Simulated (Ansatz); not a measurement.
Runs of Ansatz 0.2.0 on BaS. The structure is cubic, space group Fm-3m (No. 225). Conventional cell: a = 6.388 Å, b = 6.388 Å, c = 6.388 Å, α = 90.00°, β = 90.00°, γ = 90.00°. Around Ba (site symmetry m-3m) lie 6 S at 3.19 Å. Around S (site symmetry m-3m) lie 6 Ba at 3.19 Å. 

| task | level | spin | k mesh | smearing | atoms under strain | q mesh | points for each segment of the path | gap on the mesh (eV) | pressure (GPa) |
| --- | --- | --- | --- | --- | --- | --- | --- | --- | --- |
| density of states | LDA | SOC, no magnetisation | 5 × 5 × 5 | tetrahedron | - | - | - | 2.07 | (c) |
| elastic constants | PBEsol | off | 5 × 5 × 5 | fixed | relaxed | - | - | 2.19 | (a) |
| Born charges and dielectric tensor | PBEsol | off | 7 × 7 × 7 | fixed | - | - | - | (b) | - |
| phonons | PBEsol | off | 5 × 5 × 5 | fixed | - | 2 × 2 × 2 | 8 | 2.19 | - |
| single point | PBE | off | 7 × 7 × 7 | gaussian 0.05 eV | - | - | - | 2.26 | 0.8 |
| single point | RPBE | off | 7 × 7 × 7 | gaussian 0.05 eV | - | - | - | 2.41 | 2.4 |

Alike in all rows: potentials or basis Ansatz PAW; cell as given; cutoff (eV) 420.

Task: Estimate the missing entries.

Result: (a) -1.1; (b) 2.14; (c) -2.5.

Caveats: odd divisions of the mesh miss points on the zone boundary, where band edges often lie, so the gap on the mesh can be too wide; the PAW data sets come from PBE, with cores solved anew for the run's functional, which leaves a small shift of forces and pressure (some runs); spin-orbit coupling is left out, which moves the levels of the heavy elements (some runs); with tetrahedron occupations forces and stress needn't match the slope of the energy (some runs).

A k mesh can miss the band edges, and rows without SOC leave out spin-orbit coupling on Ba.
